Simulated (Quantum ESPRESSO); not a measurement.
# KCl (Sylvite) under changes of volume

One of the cells (31.151 Å³/atom); the others are scaled copies at fixed shape and fractional positions:

```
K Cl
1.0
     0.00000    3.14647    3.14647
     3.14647    0.00000    3.14647
     3.14647    3.14647    0.00000
K Cl
1 1
Direct
  0.00000 0.00000 0.00000
  0.50000 0.50000 0.50000
```

```yaml
Program: Quantum ESPRESSO 7.5
Functional: PBEint
Potentials_or_basis: PseudoDojo 0.4.1 SR PBE standard
Cutoff: 1007 eV
Density_cutoff: 4027 eV
k_mesh: 7 × 7 × 7
Occupations: fermi-dirac, width 0.05 eV
Spin: no spin polarisation
```

| volume (Å³/atom) | energy over the lowest point (meV/atom) | pressure (GPa) | gap on the mesh (eV) |
| --- | --- | --- | --- |
| 29.282 | 13.27 | 1.7 | 5.42 |
| 29.905 | ? | ? | ? |
| 30.528 | 3.49 | 0.8 | 5.27 |
| 31.151 | 1.05 | 0.4 | 5.21 |
| 31.774 | 0.00 | 0.1 | 5.15 |
| 32.397 | 0.20 | -0.2 | 5.09 |
| 33.020 | 1.52 | -0.5 | 5.03 |

Question: What does the run at 29.905 Å³/atom give?

Answer: Energy over the lowest point 7.50 meV/atom; pressure 1.2 GPa; gap on the mesh 5.34 eV.

Worked out: A Birch-Murnaghan fit of order 3 (a polynomial in V^(-2/3)) to the other rows has its minimum at 31.98 Å³/atom with B0 = V·E''(V) = 15.9 GPa and B' = 4.8. It gives 7.50 meV/atom at 29.905 Å³/atom, against the run's 7.50, and -dE/dV = 1.2 GPa, against 1.2. A straight line through the other rows of the gap, of slope -3.21 eV per unit of ln V (its deformation potential), gives 5.35 eV, against the run's 5.34.

Energies are extrapolated to zero smearing.

Caveats: the potentials were made for another functional, which shifts forces and pressure; an odd mesh through Γ misses points on the zone boundary, where band edges often lie (some runs).
